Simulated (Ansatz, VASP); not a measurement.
**Os: VASP beside Ansatz**

The input INCAR:

```
SYSTEM = Os
PREC = Accurate
ENCUT = 520
EDIFF = 1E-6
ISMEAR = -1
SIGMA = 0.1
LREAL = .False.
LASPH = .True.
NELM = 80
ALGO = Normal
ISIF = 2
LWAVE = .False.
LCHARG = .False.
GGA = B5
ALDAX = 1.0
AGGAX = 1.0
AGGAC = 1.0
ALDAC = 0.0
NBANDS = 10
```

KPOINTS

```
regular mesh
0
Gamma
  16 16 16
  0 0 0
```

Contents of POSCAR:

```
Os
1.0
   -1.5907039271      1.5907039271      1.5907039271
    1.5907039271     -1.5907039271      1.5907039271
    1.5907039271      1.5907039271     -1.5907039271
Os
1
Direct
    0.0000000000      0.0000000000      0.0000000000
```

Input for Ansatz:

```yaml
crystal:
  lattice:
    - [-1.5907039271, 1.5907039271, 1.5907039271]
    - [1.5907039271, -1.5907039271, 1.5907039271]
    - [1.5907039271, 1.5907039271, -1.5907039271]
  atoms:
    - { symbol: Os, position: [0.0, 0.0, 0.0] }
hamiltonian:
  xc: blyp
  pseudopotentials:
    kind: paw
    azcp:
      Os: "pseudopotentials/Os.paw.azcp"
basis:
  ecutwfc: 420
  fft_grid_basis: typed
kpoints:
  mp_grid: { grid: [16, 16, 16], shift: [0, 0, 0] }
magnetization:
  spin_polarized: false
scf:
  occupations: { method: fermi_dirac, width: 0.1 }
  lower_state_search: "off"
output:
  stress: true
  write_density: true
  write_potential: true
  elf: true
  volumetric_format: npy
```

Alike in both runs: task single point; functional BLYP; k mesh 16 × 16 × 16; occupations fermi-dirac, width 0.1 eV; no spin polarisation.

|  | VASP | Ansatz |
| --- | --- | --- |
| version | VASP 6.6.1 | Ansatz 0.2.0 |
| potentials or method | VASP PAW PBE potentials, release 64 (Os) | plane waves (420 eV) with PAW, scalar-relativistic |
| plane-wave cutoff (eV) | 520 | 420 |
| valence electrons in the cell | 8 | 16 |

VASP gave:

* pressure (GPa): -8.7

Problem. Which values does Ansatz return?

Solution. Pressure (GPa): -10.6.

The functional is the same, so the differences come from potentials, cutoffs and numerics. The two sets of potentials don't hold the same shells in valence.

Caveats: the PAW data sets were made with another functional, which shifts forces and pressure a little (VASP). Spin-orbit coupling is left out, which matters for the levels of Os.
